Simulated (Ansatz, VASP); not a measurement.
**One calculation of InP, two programs**

```
CELL_PARAMETERS angstrom
0.00000 3.04240 2.85301
3.04240 0.00000 2.85301
3.04240 3.04240 0.00000
ATOMIC_POSITIONS crystal
In 0.00000 0.00000 0.00000
P 0.25000 0.25000 0.25000
```

Change from the starting cell: epitaxial_xy strain +3.0%.

Alike in both runs: task single point; functional PBE; k mesh 8 × 8 × 8; occupations fermi-dirac, width 0.02 eV; no spin polarisation.

```csv
,VASP,Ansatz
version,VASP 6.6.1,Ansatz 0.2.0
potentials or method,"VASP PAW PBE potentials, release 64 (In_d, P)","plane waves, PAW"
plane-wave cutoff (eV),520,420
valence electrons in the cell,18,18
```

|  | VASP | Ansatz | Ansatz less VASP |
| --- | --- | --- | --- |
| pressure (GPa) | 0.0 | 0.0 | +0.04 |
| largest component of the traceless stress (GPa) | 1.56 | 1.56 | 0.000 |
